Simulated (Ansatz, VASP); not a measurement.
# One calculation of Ti, two programs

Contents of INCAR:

```
SYSTEM = Ti
PREC     = Accurate       ! precision mode
ENCUT    = 600            ! plane-wave cutoff, eV
EDIFF    = 1E-7           ! SCF threshold, eV
ISMEAR   = -1             ! smearing method
SIGMA    = 0.1            ! smearing width, eV
LREAL    = .False.        ! projectors in reciprocal space
LASPH    = .True.         ! aspherical terms in the spheres
NELM     = 60             ! most SCF steps
ALGO     = Normal         ! electronic algorithm
ISIF     = 3              ! what is computed and relaxed
LWAVE    = .False.        ! write WAVECAR
LCHARG   = .False.        ! write CHGCAR
GGA      = PE             ! functional
IBRION   = 2              ! ionic algorithm
NSW      = 80             ! ionic steps
EDIFFG   = -0.01          ! ionic threshold
```

File KPOINTS:

```
regular mesh
0
Gamma
  12 12 12
  0 0 0
```

Contents of POSCAR:

```
Ti
1.0
    2.6717143674      0.0000000000      0.0000000000
    0.0000000000      2.6717143674      0.0000000000
    0.0000000000      0.0000000000      2.6717143674
Ti
1
Direct
    0.0000000000      0.0000000000      0.0000000000
```

Input for Ansatz:

```yaml
crystal:
  lattice:
    - [2.6717143674, 0.0, 0.0]
    - [0.0, 2.6717143674, 0.0]
    - [0.0, 0.0, 2.6717143674]
  atoms:
    - { symbol: Ti, position: [0.0, 0.0, 0.0] }
hamiltonian:
  xc: pbe
  pseudopotentials:
    kind: paw
    azcp:
      Ti: "pseudopotentials/Ti.paw.azcp"
basis:
  ecutwfc: 420
  fft_grid_basis: typed
kpoints:
  mp_grid: { grid: [12, 12, 12], shift: [0, 0, 0] }
magnetization:
  spin_polarized: false
scf:
  occupations: { method: fermi_dirac, width: 0.1 }
relax:
  max_steps: 60
  f_tol: 0.01
  cell: {}
```

The cell was built by a generator and needn't be a form met in nature.

Alike in both runs: task relaxation of cell and atoms; functional PBE; k mesh 12 × 12 × 12; occupations fermi-dirac, width 0.1 eV; no spin polarisation.

```csv
,VASP,Ansatz
version,VASP 6.6.1,Ansatz 0.2.0
potentials or method,"VASP PAW PBE potentials, release 64 (Ti_sv)","plane waves (420 eV) with PAW, scalar-relativistic"
plane-wave cutoff (eV),600,420
valence electrons in the cell,12,12
```

Ansatz gave:

| Quantity | Value |
| --- | --- |
| relaxed volume (Å³/atom) | 18.50 |
| relaxed cell length with the largest relative difference (Å) | 2.645 |
| energy change over the relaxation (meV/atom) | -4 |

Task: Estimate VASP's values.

Result: Relaxed volume (Å³/atom): 18.47; relaxed cell length with the largest relative difference (Å): 2.643; energy change over the relaxation (meV/atom): -4.
